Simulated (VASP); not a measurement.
# Sb (R-3m) in VASP: a series of runs

The runs below take Sb through relaxation of cell and atoms, with PBE, PBEsol, PBE+D3(BJ).

Everything below comes from runs of VASP 6.6.1. Logs are shortened: lines on timing, memory, paths and dates and some standing lists are left out, and cuts for length are marked.

**1. The structure**

The structure is trigonal, space group R-3m (No. 166). The conventional cell has a = 4.264 Å, b = 4.264 Å, c = 10.643 Å, α = 90.00°, β = 90.00°, γ = 120.00°. Sb (site symmetry 3m) is surrounded by 6 Sb at 2.91 to 3.17 Å.

**2. Relaxation of cell and atoms, PBE, target pressure 6.4 GPa, at which the enthalpy is minimised**

The input, INCAR:

```
SYSTEM = Sb
PREC     = Accurate       ! precision mode
ENCUT    = 600            ! plane-wave cutoff, eV
EDIFF    = 1E-7           ! SCF threshold, eV
ISMEAR   = 1              ! smearing method
SIGMA    = 0.1            ! smearing width, eV
LREAL    = .False.        ! projectors in reciprocal space
LASPH    = .True.         ! aspherical terms in the spheres
NELM     = 80             ! most SCF steps
ALGO     = Normal         ! electronic algorithm
ISIF     = 3              ! what is computed and relaxed
LWAVE    = .False.        ! write WAVECAR
LCHARG   = .False.        ! write CHGCAR
GGA      = PE             ! functional
IBRION   = 2              ! ionic algorithm
NSW      = 90             ! ionic steps
EDIFFG   = -0.005         ! ionic threshold
PSTRESS  = 64.0
```

The input, KPOINTS:

```
Automatic mesh
0
Gamma
  10 10 10
  0 0 0
```

The input, POSCAR:

```
Sb                                      
1.0
    2.1320490956      1.2309391193      3.5477354840
   -2.1320490956      1.2309391193      3.5477354840
   -0.0000000000     -2.4618782386      3.5477354840
  Sb            
     2
Direct
     0.2395863005244349    0.2395863005244349    0.2395863005244349
     0.7604136994755650    0.7604136994755650    0.7604136994755650
```

Potentials or basis: VASP PAW PBE potentials, release 64 (Sb).

Command:

```console
> cat potpaw_PBE.64/Sb/POTCAR > POTCAR
> mpirun -np 1 vasp_std > vasp.out
```

OUTCAR:

```text
SYSTEM = Sb
   PREC = Accurate
   ENCUT = 600
   EDIFF = 1E-7
   ISMEAR = 1
   LREAL = .False.
   LASPH = .True.
   NELM = 80
   ISIF = 3
   GGA = PE
   IBRION = 2
   NSW = 90
   EDIFFG = -0.005
   PSTRESS = 64.0

 ion  position               nearest neighbor table
   1  0.240  0.240  0.240-   2 2.91   2 2.91   2 2.91   2 3.17   2 3.17   2 3.17
   2  0.760  0.760  0.760-   1 2.91   1 2.91   1 2.91   1 3.17   1 3.17   1 3.17

  LATTYP: Found a trigonal (rhomboedric) cell.
 ALAT       =     4.3182486642
 COS(alpha) =     0.5124612907

  Lattice vectors:

 A1 = (   2.1320490956,   1.2309391193,   3.5477354840)
 A2 = (  -2.1320490956,   1.2309391193,   3.5477354840)
 A3 = (   0.0000000000,  -2.4618782386,   3.5477354840)

Analysis of symmetry for initial positions (statically):
=====================================================================
 Subroutine PRICEL returns:
 Original cell was already a primitive cell.

 Routine SETGRP: Setting up the symmetry group for a
 trigonal (rhombohedral) supercell.

 Subroutine GETGRP returns: Found 12 space group operations
 (whereof 12 operations were pure point group operations)
 out of a pool of 12 trial point group operations.

The static configuration has the point symmetry D_3d.

Analysis of symmetry for dynamics (positions and initial velocities):
=====================================================================
 Subroutine PRICEL returns:
 Original cell was already a primitive cell.

 Routine SETGRP: Setting up the symmetry group for a
 trigonal (rhombohedral) supercell.

 Subroutine GETGRP returns: Found 12 space group operations
 (whereof 12 operations were pure point group operations)
 out of a pool of 12 trial point group operations.

The dynamic configuration has the point symmetry D_3d.

 Subroutine INISYM returns: Found 12 space group operations
 (whereof 12 operations are pure point group operations),
 and found     1 'primitive' translations

----------------------------------------------------------------------------------------

                                     Primitive cell

  volume of cell :      55.8645

  direct lattice vectors                    reciprocal lattice vectors
     2.132049096  1.230939119  3.547735484     0.234516176  0.135397977  0.093956648
    -2.132049096  1.230939119  3.547735484    -0.234516176  0.135397977  0.093956648
     0.000000000 -2.461878239  3.547735484     0.000000000 -0.270795954  0.093956648

  length of vectors
     4.318248664  4.318248664  4.318248664     0.286632693  0.286632693  0.286632693

  position of ions in fractional coordinates (direct lattice)
     0.239586301  0.239586301  0.239586301
     0.760413699  0.760413699  0.760413699

  ion indices of the primitive-cell ions
   primitive index   ion index
                 1           1
                 2           2

----------------------------------------------------------------------------------------

 KPOINTS: Automatic mesh

Automatic generation of k-mesh.
 Grid dimensions read from file:
 generate k-points for:   10   10   10

 Generating k-lattice:

  Cartesian coordinates                     Fractional coordinates (reciprocal lattice)
     0.023451618  0.013539798  0.009395665     0.100000000  0.000000000  0.000000000
    -0.023451618  0.013539798  0.009395665     0.000000000  0.100000000  0.000000000
     0.000000000 -0.027079595  0.009395665     0.000000000  0.000000000  0.100000000

  Length of vectors
     0.028663269  0.028663269  0.028663269

  Shift w.r.t. Gamma in fractional coordinates (k-lattice)
     0.000000000  0.000000000  0.000000000

 Subroutine IBZKPT returns following result:
 ===========================================

 Found    116 irreducible k-points:

 Following reciprocal coordinates:
            Coordinates               Weight
  0.000000  0.000000  0.000000      1.000000
  0.100000  0.000000  0.000000      6.000000
  0.200000  0.000000  0.000000      6.000000
  0.300000  0.000000  0.000000      6.000000
  0.400000  0.000000  0.000000      6.000000
  0.500000 -0.000000  0.000000      3.000000
[... 16 lines left out ...]
  0.300000  0.300000  0.000000      6.000000
  0.400000  0.300000  0.000000     12.000000
 [... further k-points ...]
   k-points           NKPTS =    116   k-points in BZ     NKDIM =    116   number of bands    NBANDS=      9
   number of dos      NEDOS =    301   number of ions     NIONS =      2
   total plane-waves  NPLWV =  46656
   dimension x,y,z NGX =    36 NGY =   36 NGZ =   36
   dimension x,y,z NGXF=    72 NGYF=   72 NGZF=   72
   ions per type =               2
   NGX,Y,Z   is equivalent  to a cutoff of  13.86, 13.86, 13.86 a.u.
   NGXF,Y,Z  is equivalent  to a cutoff of  27.72, 27.72, 27.72 a.u.
 SYSTEM =  Sb
   PREC   = accura    normal or accurate (medium, high low for compatibility)
   ISTART =      0    job   : 0-new  1-cont  2-samecut
   ICHARG =      2    charge: 1-file 2-atom 10-const
   ISPIN  =      1    spin polarized calculation?
   LNONCOLLINEAR =      F non collinear calculations
   LSORBIT =      F    spin-orbit coupling
   LASPH  =      T    aspherical Exc in radial PAW
   ENCUT  =  600.0 eV  44.10 Ry    6.64 a.u.   8.62  8.62  8.62*2*pi/ulx,y,z
   NELM   =     80;   NELMIN=  2; NELMDL= -5     # of ELM steps
   EDIFF  = 0.1E-06   stopping-criterion for ELM
   LREAL  =      F    real-space projection
   EDIFFG = -.5E-02   stopping-criterion for IOM
   NSW    =     90    number of steps for IOM
   IBRION =      2    ionic relax: 0-MD 1-quasi-New 2-CG
   NFREE  =      1    steps in history (QN), initial steepest desc. (CG)
   ISIF   =      3    stress and relaxation
   ISYM   =      2    0-nonsym 1-usesym 2-fastsym
   POTIM  = 0.5000    time-step for ionic-motion
   TEBEG  =    0.0;   TEEND  =   0.0 temperature during run
   PSTRESS=   64.0 pullay stress
   NELECT =      10.0000    total number of electrons
   NUPDOWN=      -1.0000    fix difference up-down
   EMIN   =  10.00;   EMAX   =-10.00  energy-range for DOS
   EFERMI =   0.00;   METHOD = LEGACY
   ISMEAR =     1;   SIGMA  =   0.10  broadening in eV -4-tet -1-fermi 0-gaus
   EFERMI_NEDOS =   21; number of points for ismear=-14 and -15
   IALGO  =     38    algorithm
   IMIX   =      4    mixing-type and parameters
     AMIX     =   0.40;   BMIX     =  1.00
     AMIX_MAG =   1.60;   BMIX_MAG =  1.00
  volume/ion in A,a.u.               =      27.93       188.50
  Fermi-wavevector in a.u.,A,eV,Ry     =   0.922634  1.743525 11.582005  0.851253
  Thomas-Fermi vector in A             =   2.048182
   LORBIT       =      0    0 simple, 1 ext, 2 COOP (PROOUT), +10 PAW based schemes
   GGA     = PE    functional components
   LHFCALC =     F    Hartree Fock is set to
   AEXX    =    0.0000 exact exchange contribution
   IVDW    =     0    specifies the selected vdW correction
   LEPSILON=     F    determine dielectric tensor
   LRPA    =     F    only Hartree local field effects (RPA)
 conjugate gradient relaxation of ions
 non-spin polarized calculation
 Methfessel and Paxton  Order N= 1 SIGMA  =   0.10
  energy-cutoff  :      600.00
  volume of cell :       55.86
 maximum number of plane-waves:      1892
   NGX = 17   NGY = 17   NGZ = 17

--------------------------------------- Ionic step        1  -------------------------------------------

 number of electron      10.0000000 magnetization

 Free energy of the ion-electron system (eV)
  ---------------------------------------------------
  ext. energy  EPLUGINS =         0.00000000
  ---------------------------------------------------
  free energy    TOTEN  =        -8.14453045 eV

  energy without entropy =       -8.14413550  energy(sigma->0) =       -8.14439880

------------------------ aborting loop because EDIFF is reached ----------------------------------------

  FORCE on cell =-STRESS in cart. coord.  units (eV):
  Direction    XX          YY          ZZ          XY          YZ          ZX
  --------------------------------------------------------------------------------------
  -------------------------------------------------------------------------------------
  Total        2.2451662      2.2451662      2.2304016      0.0000000     -0.0000000      0.0000000
  in kB       64.3906516     64.3906516     63.9672071      0.0000000     -0.0000000      0.0000000
  external PRESSURE =       0.2495034 kB  Pullay stress =      64.0000000 kB
[... 137 lines left out ...]
  enthalpy is  TOTEN    =        -5.9129961861 eV   P V=        2.2321418728

--------------------------------------- Ionic step        5  -------------------------------------------

 number of electron      10.0000000 magnetization

 Free energy of the ion-electron system (eV)
  ---------------------------------------------------
  ext. energy  EPLUGINS =         0.00000000
  ---------------------------------------------------
  free energy    TOTEN  =        -8.14443263 eV

  energy without entropy =       -8.14406855  energy(sigma->0) =       -8.14431127

 E-fermi :   8.1354     XC(G=0):  -9.8921

 val. band max:        8.1273112456   @ k =   0.4000   0.1000   0.1000
 cond. band min:       8.1512621460   @ k =   0.5000  -0.0000   0.0000
 fundamental gap:      0.0239509004
 Fermi energy:         8.1353666617

 k-point     1 :       0.0000    0.0000    0.0000
  band No.  band energies     occupation
      1      -4.9640      2.00000
      2       3.9257      2.00000
      3       6.2269      2.00000
      4       6.2572      2.00000
      5       6.2572      2.00000
      6      10.9597      0.00000
      7      11.2978      0.00000
      8      11.2978      0.00000
      9      12.9421      0.00000
[... 265 lines left out ...]
 k-point    24 :       0.4000    0.3000    0.0000
  band No.  band energies     occupation
      1      -3.1323      2.00000
      2       0.6339      2.00000
      3       3.6520      2.00000
      4       4.6397      2.00000
      5       4.7825      2.00000
      6      10.3901      0.00000
      7      12.6120      0.00000
      8      12.6366      0.00000
      9      13.2054      0.00000

 [... further k-points ...]

------------------------ aborting loop because EDIFF is reached ----------------------------------------

  FORCE on cell =-STRESS in cart. coord.  units (eV):
  Direction    XX          YY          ZZ          XY          YZ          ZX
  --------------------------------------------------------------------------------------
  -------------------------------------------------------------------------------------
  Total        2.2272252      2.2272252      2.2267925     -0.0000000      0.0000000      0.0000000
  in kB       63.8793964     63.8793964     63.8669841     -0.0000000      0.0000000      0.0000000
  external PRESSURE =      -0.1247411 kB  Pullay stress =      64.0000000 kB
[... 17 lines left out ...]
  FREE ENERGIE OF THE ION-ELECTRON SYSTEM (eV)
  ---------------------------------------------------
  free  energy   TOTEN  =        -8.1444326349 eV

  energy  without entropy=       -8.1440685501  energy(sigma->0) =       -8.14431127

  enthalpy is  TOTEN    =        -5.9130024259 eV   P V=        2.2314302090

 reached required accuracy - stopping structural energy minimisation
```

It took 80 s on 1 thread of AMD EPYC 9R45 (Zen 5), shared host; peak memory 0.21 GiB.

Results:

```yaml
Free_energy: -8.1444 eV
Energy_change_on_relaxing_the_enthalpy_is_what_falls: +0.0 meV/atom
Ionic_steps: 5
Pressure_after_relaxing: 6.4 GPa
Band_gap_on_the_k_mesh: none (metal or under the smearing width)
```

Final structure:
```
CELL_PARAMETERS angstrom
2.13298 1.23148 3.54445
-2.13298 1.23148 3.54445
0.00000 -2.46295 3.54445
ATOMIC_POSITIONS crystal
Sb 0.23971 0.23971 0.23971
Sb 0.76029 0.76029 0.76029
```

Caveat: the cell is relaxed towards a set pressure, so the enthalpy falls and the energy may rise.

**3. Relaxation of cell and atoms, PBEsol**

This run uses another cell than the first one, of 30.21 Å³/atom, 1.081 times its volume.

The input, INCAR:

```
SYSTEM = Sb
PREC     = Accurate       ! precision mode
ENCUT    = 600            ! plane-wave cutoff, eV
EDIFF    = 1E-6           ! SCF threshold, eV
ISMEAR   = 1              ! smearing method
SIGMA    = 0.1            ! smearing width, eV
LREAL    = .FALSE.        ! projectors in reciprocal space
LASPH    = .TRUE.         ! aspherical terms in the spheres
NELM     = 80             ! most SCF steps
ALGO     = Normal         ! electronic algorithm
ISIF     = 3              ! what is computed and relaxed
LWAVE    = .FALSE.        ! write WAVECAR
LCHARG   = .FALSE.        ! write CHGCAR
GGA      = PS             ! functional
IBRION   = 2              ! ionic algorithm
NSW      = 90             ! ionic steps
EDIFFG   = -0.01          ! ionic threshold
```

The input, KPOINTS:

```
Automatic mesh
0
G
  10 10 10
  0 0 0
```

The input, POSCAR:

```
Sb
1.0
    2.1542000000      1.2437279499      3.7580000000
   -2.1542000000      1.2437279499      3.7580000000
    0.0000000000     -2.4874558998      3.7580000000
Sb
2
Direct
    0.2334900000      0.2334900000      0.2334900000
    0.7665100000      0.7665100000      0.7665100000
```

Potentials or basis: VASP PAW PBE potentials, release 64 (Sb).

Command:

```console
> cat potpaw_PBE.64/Sb/POTCAR > POTCAR
> mpirun -np 1 vasp_std > vasp.out
```

Wall time 1.9 min (1 thread of AMD EPYC 9R45 (Zen 5), shared host); peak memory 0.22 GiB.

Results (log left out):

```yaml
Free_energy: -9.1201 eV
Relaxed_volume: 29.88 Å³/atom
Relaxed_cell: a = 4.455 Å, b = 4.455 Å, c = 4.455 Å, α = 58.09°, β = 58.09°, γ = 58.09°
Space_group_after_relaxing_to_0.05_Å: R-3m (No. 166)
Energy_gained_by_relaxing: 3.1 meV/atom
Ionic_steps: 7
Pressure_after_relaxing: 0.0 GPa
Largest_force_after_relaxing: 0.006 eV/Å
Band_gap_on_the_k_mesh: none (metal or under the smearing width)
```

Forces on the atoms (eV/Å):
```
Sb   0.000  0.000 -0.006
Sb   0.000  0.000  0.006
```

Step by step:
```
step  energy change (eV)  largest force (eV/Å)  pressure (GPa)  volume (Å³)
   1              0.0000                0.1841            0.23        60.41
   2             -0.0027                0.0689           -0.42        60.79
   3             -0.0028                0.0443           -0.56        60.88
   4             -0.0050                0.0246           -0.34        60.43
   5             -0.0063                0.0017            0.01        59.78
   6             -0.0063                0.0032            0.03        59.74
   7             -0.0063                0.0055            0.00        59.77
```

Final structure:
```
Sb
1.0
     2.16266    1.24862    3.68879
    -2.16266    1.24862    3.68879
     0.00000   -2.49723    3.68879
Sb
2
Direct
  0.23600 0.23600 0.23600
  0.76400 0.76400 0.76400
```

Levels at points of the mesh, in eV from the Fermi level:
| k point | band 1 | band 2 | band 3 | band 4 | band 5 | band 6 | band 7 | band 8 | band 9 |
| --- | --- | --- | --- | --- | --- | --- | --- | --- | --- |
| (0.00, 0.00, 0.00) | -12.66 | -4.65 | -1.89 | -1.73 | -1.73 | 2.39 | 2.89 | 2.89 | 5.01 |
| (0.50, 0.00, 0.00) | -10.25 | -9.63 | -1.68 | -1.52 | -0.23 | -0.12 | 0.27 | 0.37 | 7.86 |
| (0.50, 0.50, 0.00) | -10.25 | -7.82 | -5.50 | -3.69 | -3.64 | 1.64 | 5.12 | 5.53 | 7.17 |
| (0.50, 0.50, 0.50) | -10.92 | -9.07 | -1.18 | -1.18 | -0.41 | 0.03 | 0.03 | 1.01 | 7.31 |

Caveat: the PAW data sets were made with another functional, which shifts forces and pressure a little.

(Continued in part 2 of 2.)
